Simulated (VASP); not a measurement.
Write the native input for VASP 6.6.1 that does the following.

```
Task                   : single point
Functional             : PBE
Potentials or basis    : VASP PAW PBE potentials, release 64 (Nb_sv, P)
Cutoff                 : 520 eV
k mesh                 : 4 × 4 × 3
Occupations            : gaussian, width 0.1 eV
Spin                   : no spin polarisation
Dipole correction      : no
Further INCAR settings : ALGO = Normal; EDIFF = 1e-06; NBANDS = 26
```

The structure of NbP lies in POSCAR:

```
NbP
1.0
   -0.0249810000      3.4003030000     -0.0028610000
    3.4296190000     -0.0249810000     -0.0093040000
    1.7182400000      1.6925560000     -5.8635530000
Nb P
2 2
Direct
   -0.0056549841      0.0579022320     -0.0002327161
    0.7820012299      0.2632429566      0.4702999158
    0.5057094908      0.5581031997      1.0101352496
    0.2279415358      0.7328066108      0.5248706418
```

The cell was built by a generator and needn't be a form met in nature.

One way to write it, as run:

INCAR

```
SYSTEM = NbP
ALGO = Normal
EDIFF = 1E-6
ENCUT = 520
GGA = PE
ISIF = 2
ISMEAR = 0
LASPH = .TRUE.
LCHARG = .FALSE.
LREAL = .FALSE.
LWAVE = .FALSE.
NBANDS = 26
NELM = 80
PREC = Accurate
SIGMA = 0.1
```

KPOINTS

```
k-points
0
G
  4 4 3
  0 0 0
```

Potentials or basis: VASP PAW PBE potentials, release 64 (Nb_sv, P).

Launch:

```bash
$ cat potpaw_PBE.64/Nb_sv/POTCAR potpaw_PBE.64/P/POTCAR > POTCAR
$ mpirun -np 1 vasp_std > vasp.out
```

It gave:

```yaml
Pressure: 3.2 GPa
Largest_force: 1.755 eV/Å
Band_gap_on_the_k_mesh: none (metal or under the smearing width)
```

Caveat: the k mesh is coarse (spacing up to 0.48 Å⁻¹), so the values aren't converged; forces of over 1 eV/Å show positions far from the minimum, so gaps and moduli don't describe the material at rest.

Wall time 32 s on 1 thread of Intel(R) Xeon(R) Platinum 8559C (Emerald Rapids) (shared host), peak memory 0.2 GiB.
